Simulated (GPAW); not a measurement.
# ZrO2 (Fm-3m) in GPAW: tuning eigensolver

Aim: find the choice of eigensolver that runs ZrO2 fastest, at PBE. This setting moves, with any that are tied to it; all else stays.

All numbers are computed with GPAW 26.7.0; they aren't measurements. Logs are shortened: lines on timing, memory, paths and dates and some standing lists are left out, and cuts for length are marked. The log counts tension as positive stress, the text compression.

**1. The crystal as given**

It takes space group Fm-3m (No. 225, cubic). The conventional cell has a = 5.090 Å, b = 5.090 Å, c = 5.090 Å, α = 90.00°, β = 90.00°, γ = 90.00°. Zr (site symmetry m-3m) is surrounded by 8 O at 2.20 Å. Around O (site symmetry -43m) lie 4 Zr at 2.20 Å.

Measurements of this composition are mostly on another form, of space group No. 14.

**2. With eigensolver default**

run.py reads:

```python
from ase.dft.bandgap import bandgap
from ase.io import read, write
from ase.units import GPa
from gpaw import GPAW, PW

atoms = read('POSCAR')

calc = GPAW(mode=PW(800),
            xc='PBE',
            kpts={'size': (7, 7, 7), 'gamma': True},
            occupations={'name': 'fermi-dirac', 'width': 0.05},
            nbands=24,
            convergence={'density': 1e-05, 'energy': 1e-05},
            maxiter=100,
            txt='gpaw.txt')
atoms.calc = calc
energy = atoms.get_potential_energy()
forces = atoms.get_forces()
stress = atoms.get_stress()
calc.write('gs.gpw')
write('result.traj', atoms)
print(f'Energy: {energy:.6f} eV')
print('Forces (eV/A):')
print(forces.round(4))
print('Stress (GPa):', (stress / GPa).round(3))
print('Fermi level:', round(calc.get_fermi_level(), 4), 'eV')
print(f'Gap: {bandgap(calc)[0]:.4f} eV, direct: {bandgap(calc, direct=True)[0]:.4f} eV')
```

POSCAR reads:

```
ZrO2
1.0
    0.0000000000      2.5450727058      2.5450727058
    2.5450727058      0.0000000000      2.5450727058
    2.5450727058      2.5450727058      0.0000000000
Zr O
1 2
Direct
    0.0000000000      0.0000000000      0.0000000000
    0.7500000000      0.7500000000      0.7500000000
    0.2500000000      0.2500000000      0.2500000000
```

Potentials or basis: GPAW PAW data sets (gpaw-data 1.2.1), pw.

Launch:

```console
> OMP_NUM_THREADS=1 python run.py
```

Wall time 29 s (1 thread of Arm Neoverse N1, host not shared); peak memory 0.17 GiB.

The run converged. Its results:

| Property | Result |
| --- | --- |
| Free energy | -28.0052 eV |
| Pressure | 1.7 GPa |
| Band gap on the k mesh | 3.44 eV, indirect (least direct gap 3.89 eV) |

**3. With eigensolver davidson niter=2**

Edit run.py of step 2 so:

```diff
@@ -13,2 +13,3 @@
             convergence={'density': 1e-05, 'energy': 1e-05},
+            eigensolver={'name': 'davidson', 'niter': 2},
             maxiter=100,
```

POSCAR is that of step 2.

Potentials or basis: GPAW PAW data sets (gpaw-data 1.2.1), pw.

Launch:

```console
> OMP_NUM_THREADS=1 python run.py
```

It took 24 s on 1 thread of Arm Neoverse N1, host not shared; peak memory 0.17 GiB.

The run converged. Its results:

| Quantity | Value |
| --- | --- |
| Free energy | -28.0052 eV |
| Pressure | 1.7 GPa |
| Band gap on the k mesh | 3.44 eV, indirect (least direct gap 3.89 eV) |

**4. With eigensolver davidson niter=4**

Edit run.py of step 3 so:

```diff
@@ -13,3 +13,3 @@
             convergence={'density': 1e-05, 'energy': 1e-05},
-            eigensolver={'name': 'davidson', 'niter': 2},
+            eigensolver={'name': 'davidson', 'niter': 4},
             maxiter=100,
```

POSCAR is that of step 3.

Launch:

```console
> OMP_NUM_THREADS=1 python run.py
```

It took 40 s on 1 thread of Arm Neoverse N1, host not shared; peak memory 0.17 GiB.

Results (log left out):

```
Free energy            : -28.0052 eV
Pressure               : 1.7 GPa
Band gap on the k mesh : 3.44 eV, indirect (least direct gap 3.89 eV)
```

**5. With eigensolver rmm-diis**

Edit run.py of step 4 so:

```diff
@@ -13,3 +13,3 @@
             convergence={'density': 1e-05, 'energy': 1e-05},
-            eigensolver={'name': 'davidson', 'niter': 4},
+            eigensolver='rmm-diis',
             maxiter=100,
```

POSCAR is that of step 4.

Launch:

```console
> OMP_NUM_THREADS=1 python run.py
```

It took 2 min on 1 thread of Arm Neoverse N1, host not shared; peak memory 0.17 GiB.

The calculation stopped without meeting its thresholds.

**6. With eigensolver ppcg**

Edit run.py of step 5 so:

```diff
@@ -13,3 +13,3 @@
             convergence={'density': 1e-05, 'energy': 1e-05},
-            eigensolver='rmm-diis',
+            eigensolver='ppcg',
             maxiter=100,
```

POSCAR is that of step 5.

Potentials or basis: GPAW PAW data sets (gpaw-data 1.2.1), pw.

Launch:

```console
> OMP_NUM_THREADS=1 python run.py
```

Wall time 29 s (1 thread of Arm Neoverse N1, host not shared); peak memory 0.17 GiB.

It converged, with:

| Property | Result |
| --- | --- |
| Free energy | -28.0052 eV |
| Pressure | 1.7 GPa |
| Band gap on the k mesh | 3.44 eV, indirect (least direct gap 3.89 eV) |

**7. With eigensolver cg**

Edit run.py of step 6 so:

```diff
@@ -13,3 +13,3 @@
             convergence={'density': 1e-05, 'energy': 1e-05},
-            eigensolver='ppcg',
+            eigensolver='cg',
             maxiter=100,
```

POSCAR is that of step 6.

Potentials or basis: GPAW PAW data sets (gpaw-data 1.2.1), pw.

Launch:

```console
> OMP_NUM_THREADS=1 python run.py
```

gpaw.txt:

```text
___ ___ ___ _ _ _
 |   |   |_  | | | |
 | | | | | . | | | |
 |__ |  _|___|_____|  26.7.0
 |___|_|

Input parameters:
  convergence: {density: 1e-05,
                energy: 1e-05}
  eigensolver: cg
  kpts: {gamma: True,
         size: (7, 7, 7)}
  maxiter: 100
  mode: {ecut: 800.0,
         name: pw}
  nbands: 24
  occupations: {name: fermi-dirac,
                width: 0.05}
  xc: PBE

System changes: positions, numbers, cell, pbc, initial_charges, initial_magmoms

Initialize ...

species:
  Zr:
    name:    Zirconium
    Z:       40.0
    valence: 12
    core:    28
    charge:  0.0  # [|e|]
    compensation charges:
      type: gauss
      rc: 0.40  # [Å]
      lmax: 2
    cutoffs:
      filter: 2.39  # [Å]
      core: 1.59  # [Å]
    projectors
    | kind |    occ | energy [eV] | rcut [Å] |
    |------|--------|-------------|----------|
    |   4s |  2.000 |     -54.478 |    1.323 |
    |   5s |  2.000 |      -4.438 |    1.323 |
    |   4p |  6.000 |     -32.467 |    1.334 |
    |   5p |  0.000 |      -1.470 |    1.334 |
    |   4d |  2.000 |      -3.600 |    1.244 |
    |    d |        |      23.611 |    1.244 |

    Using partial waves for Zr as LCAO basis

  O:
    name:    Oxygen
    Z:       8.0
    valence: 6
    core:    2
    charge:  0.0  # [|e|]
    compensation charges:
      type: gauss
      rc: 0.21  # [Å]
      lmax: 2
    cutoffs:
      filter: 1.17  # [Å]
      core: 0.83  # [Å]
    projectors
    | kind |    occ | energy [eV] | rcut [Å] |
    |------|--------|-------------|----------|
    |   2s |  2.000 |     -23.961 |    0.688 |
    |   2p |  4.000 |      -9.029 |    0.598 |
    |    s |        |       3.251 |    0.688 |
    |    p |        |      18.182 |    0.598 |
    |    d |        |       0.000 |    0.619 |

    Using partial waves for O as LCAO basis

Reference energy: -101975.275837  # eV

Spin-paired calculation

Convergence criteria:
 Maximum [total energy] change in last 3 cyles: 1e-05 eV / valence electron
 Maximum integral of absolute [dens]ity change: 1e-05 electrons / valence electron
 Maximum integral of absolute [eigenst]ate change: 4e-08 eV^2 / valence electron
 Maximum number of scf [iter]ations: 100
 (Square brackets indicate name in SCF output, whereas a 'c' in
 the SCF output indicates the quantity has converged.)

Symmetries present (total): 48

  ( 1  0  0)  ( 1  0  0)  ( 1  0  0)  ( 1  0  0)  ( 1  0 -1)  ( 1  0 -1)
  ( 1  0 -1)  ( 1 -1  0)  ( 0  1  0)  ( 0  0  1)  ( 1  0  0)  ( 1 -1  0)
  ( 1 -1  0)  ( 1  0 -1)  ( 0  0  1)  ( 0  1  0)  ( 1 -1  0)  ( 1  0  0)

  ( 1  0 -1)  ( 1  0 -1)  ( 1 -1  0)  ( 1 -1  0)  ( 1 -1  0)  ( 1 -1  0)
  ( 0  1 -1)  ( 0  0 -1)  ( 1  0  0)  ( 1  0 -1)  ( 0 -1  1)  ( 0 -1  0)
  ( 0  0 -1)  ( 0  1 -1)  ( 1  0 -1)  ( 1  0  0)  ( 0 -1  0)  ( 0 -1  1)

  ( 0  1  0)  ( 0  1  0)  ( 0  1  0)  ( 0  1  0)  ( 0  1 -1)  ( 0  1 -1)
  ( 1  0  0)  ( 0  1 -1)  ( 0  0  1)  (-1  1  0)  ( 1  0 -1)  ( 0  1  0)
  ( 0  0  1)  (-1  1  0)  ( 1  0  0)  ( 0  1 -1)  ( 0  0 -1)  (-1  1  0)

  ( 0  1 -1)  ( 0  1 -1)  ( 0  0  1)  ( 0  0  1)  ( 0  0  1)  ( 0  0  1)
  ( 0  0 -1)  (-1  1  0)  ( 1  0  0)  ( 0  1  0)  ( 0 -1  1)  (-1  0  1)
  ( 1  0 -1)  ( 0  1  0)  ( 0  1  0)  ( 1  0  0)  (-1  0  1)  ( 0 -1  1)

  ( 0  0 -1)  ( 0  0 -1)  ( 0  0 -1)  ( 0  0 -1)  ( 0 -1  1)  ( 0 -1  1)
  ( 1  0 -1)  ( 0  1 -1)  ( 0 -1  0)  (-1  0  0)  ( 1 -1  0)  ( 0  0  1)
  ( 0  1 -1)  ( 1  0 -1)  (-1  0  0)  ( 0 -1  0)  ( 0 -1  0)  (-1  0  1)

  ( 0 -1  1)  ( 0 -1  1)  ( 0 -1  0)  ( 0 -1  0)  ( 0 -1  0)  ( 0 -1  0)
  ( 0 -1  0)  (-1  0  1)  ( 1 -1  0)  ( 0  0 -1)  ( 0 -1  1)  (-1  0  0)
  ( 1 -1  0)  ( 0  0  1)  ( 0 -1  1)  (-1  0  0)  ( 1 -1  0)  ( 0  0 -1)

  (-1  1  0)  (-1  1  0)  (-1  1  0)  (-1  1  0)  (-1  0  1)  (-1  0  1)
  ( 0  1  0)  ( 0  1 -1)  (-1  0  1)  (-1  0  0)  ( 0  0  1)  ( 0 -1  1)
  ( 0  1 -1)  ( 0  1  0)  (-1  0  0)  (-1  0  1)  ( 0 -1  1)  ( 0  0  1)

  (-1  0  1)  (-1  0  1)  (-1  0  0)  (-1  0  0)  (-1  0  0)  (-1  0  0)
  (-1  1  0)  (-1  0  0)  ( 0  0 -1)  ( 0 -1  0)  (-1  1  0)  (-1  0  1)
  (-1  0  0)  (-1  1  0)  ( 0 -1  0)  ( 0  0 -1)  (-1  0  1)  (-1  1  0)

343 k-points: 7 x 7 x 7 Monkhorst-Pack grid
20 k-points in the irreducible part of the Brillouin zone
       k-points in crystal coordinates                weights
   0:     0.00000000    0.00000000    0.00000000          1/343
   1:     0.14285714    0.14285714    0.00000000          6/343
   2:     0.14285714    0.14285714    0.14285714          8/343
   3:     0.28571429    0.14285714    0.14285714         12/343
   4:     0.28571429    0.28571429    0.00000000          6/343
   5:     0.28571429    0.28571429    0.14285714         24/343
   6:     0.28571429    0.28571429    0.28571429          8/343
   7:     0.42857143   -0.28571429   -0.28571429         12/343
   8:     0.42857143    0.28571429   -0.42857143         48/343
   9:     0.42857143    0.28571429   -0.28571429         24/343
          ...
  19:     0.42857143    0.42857143    0.42857143          8/343

Wave functions: Plane wave expansion
  Cutoff energy: 800.000 eV
  Number of coefficients (min, max): 1684, 1720
  Pulay-stress correction: 0.000000 eV/Ang^3 (de/decut=0.000000)
  Using FFTW library
  ScaLapack parameters: grid=1x1, blocksize=None
  Wavefunction extrapolation:
    Improved wavefunction reuse through dual PAW basis

Occupation numbers: Fermi-Dirac:
  width: 0.0500  # eV

Eigensolver
   CG(niter=4, rtol=3.0e-01)

Densities:
  Coarse grid: 24*24*24 grid
  Fine grid: 48*48*48 grid
  Total Charge: 0.000000

Density mixing:
  Method: separate
  Backend: msr1
  Linear mixing parameter: 0.05
  old densities: 10
  Width of damping distribution: 1.1
  Damping of long wavelength oscillations: 20

Hamiltonian:
  XC and Coulomb potentials evaluated on a 48*48*48 grid
  Using the PBE Exchange-Correlation functional
  External potential:
    NoExternalPotential

XC parameters: PBE with 2 nearest neighbor stencil

Number of atoms: 3
Number of atomic orbitals: 21
Number of bands in calculation: 24
Number of valence electrons: 24
Bands to converge: occupied

... initialized

Initializing position-dependent things.

Density initialized from atomic densities
Creating initial wave functions:
  21 bands from LCAO basis set
  3 bands from random numbers

                   O

           O

       Zr

Atomic positions and initial magnetic moments

Positions:
   0 Zr     0.000000    0.000000    0.000000    ( 0.0000,  0.0000,  0.0000)
   1 O      3.817609    3.817609    3.817609    ( 0.0000,  0.0000,  0.0000)
   2 O      1.272536    1.272536    1.272536    ( 0.0000,  0.0000,  0.0000)

Unit cell:
           periodic     x           y           z      points  spacing
  1. axis:    yes    0.000000    2.545073    2.545073    24     0.1224
  2. axis:    yes    2.545073    0.000000    2.545073    24     0.1224
  3. axis:    yes    2.545073    2.545073    0.000000    24     0.1224

  Lengths:   3.599276   3.599276   3.599276
  Angles:   60.000000  60.000000  60.000000

Effective grid spacing dv^(1/3) = 0.1336

iter:   1   -31.950475
iter:   2   -30.882248   +0.06  -0.88
iter:   3   -27.974138   +0.20  -0.94
iter:   4   -27.993290   -1.04  -1.42
iter:   5   -28.005231   -1.74  -1.66
iter:   6   -28.005203   -2.70  -2.75
iter:   7   -28.005166c  -3.17  -3.00
iter:   8   -28.005164c  -4.16  -3.60
iter:   9   -28.005166c  -4.90  -4.09
iter:  10   -28.005166c  -5.95  -4.27
iter:  11   -28.005166c  -6.97  -5.19c
iter:  12   -28.005166c  -7.82c -5.35c

Converged after 12 iterations.

Dipole moment: (-0.000000, -0.000000, -0.000000) |e|*Ang

Energy contributions relative to reference atoms: (reference = -101975.275837)

Kinetic:        +24.807786
Potential:      -28.809915
External:        +0.000000
XC:             -24.628292
Entropy (-ST):   -0.000000
Local:           +0.625255
SIC:             +0.000000
--------------------------
Free energy:    -28.005166
Extrapolated:   -28.005166

Showing only first 2 kpts
 Kpt  Band  Eigenvalues  Occupancy
  0    10      7.61484    2.00000
  0    11      7.61485    2.00000
  0    12     11.50255    0.00000
  0    13     11.50255    0.00000

  1    10      7.65309    2.00000
  1    11      7.65310    2.00000
  1    12     11.72405    0.00000
  1    13     12.06308    0.00000

Fermi level: 9.05823

Gap: 3.444 eV
Transition (v -> c):
  (s=0, k=15, n=11, [0.43, 0.43, -0.14]) -> (s=0, k=0, n=12, [0.00, 0.00, 0.00])
Direct/indirect transitions are different
Direct gap: 3.888 eV
Transition at: (s=0, k=0, n=11, [0.00, 0.00, 0.00])

Forces in eV/Ang:
  0 Zr    0.00000    0.00000   -0.00000
  1 O     0.00000    0.00000   -0.00000
  2 O     0.00000    0.00000    0.00000

Stress tensor:
    -0.010536     0.000000    -0.000000
     0.000000    -0.010536    -0.000000
    -0.000000    -0.000000    -0.010536
Writing to gs.gpw (mode='')
```

Run time: 39 s. Hardware: 1 thread of Arm Neoverse N1, host not shared; peak memory 0.18 GiB.

What came out:

* Free energy: -28.0052 eV
* Pressure: 1.7 GPa
* Band gap on the k mesh: 3.44 eV, indirect (least direct gap 3.89 eV)

**8. Result**

```csv
eigensolver,energy less the last converged row (meV/atom),SCF cycles,wall time (s),peak memory (GiB)
default,0.00,10,29,0.17
davidson niter=2,0.00,10,24,0.17
davidson niter=4,0.00,10,40,0.17
rmm-diis,not converged,-,-,-
ppcg,0.00,10,29,0.17
cg,0.00,-,39,0.18
```

Fastest here: davidson niter=2 (24 s), level within noise with ppcg; slowest of those that converged: davidson niter=4 (40 s). These are single runs, one after another on one machine, so differences under about a fifth mean little.

Caveats: an odd mesh through Γ misses points on the zone boundary, where band edges often lie.
